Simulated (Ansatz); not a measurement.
## BeSe: what relativity and spin–orbit coupling change

```
Be Se
1.0
     0.00000    2.53500    2.53500
     2.53500    0.00000    2.53500
     2.53500    2.53500    0.00000
Be Se
1 1
Cartesian
  0.0000 0.0000 0.0000
  3.8025 3.8025 3.8025
```

Atom numbers follow the list: Be1, Se2.

The geometry is COD entry 9008837, unchecked; take it as a test cell. It differs from other determinations.

One fixed cell is solved with PBE by LAPW (all electrons) in Ansatz 0.2.0 under different relativistic treatments. Pressure is positive in compression.

The runs use a Γ-centred 10×10×10 k mesh, Fermi–Dirac smearing of 0.02 eV, basis error target 1 meV/atom, no spin polarisation.

```
                 setting  P (GPa)  gap over the k mesh and a high-symmetry path (eV)  lowest level at Γ above −25 eV, from the valence-band top or, without a gap, the Fermi level (eV)
     scalar-relativistic     5.35                                                  ?                                                                                             -14.09
        non-relativistic     5.82                                               2.59                                                                                                  ?
with spin–orbit coupling     5.35                                               2.39                                                                                             -14.23
```

Task: Give the missing entry: row "scalar-relativistic", column "gap over the k mesh and a high-symmetry path (eV)".

Result: 2.54.

Task: Give the missing entry: row "non-relativistic", column "lowest level at Γ above −25 eV, from the valence-band top or, without a gap, the Fermi level (eV)".

Result: -13.69.
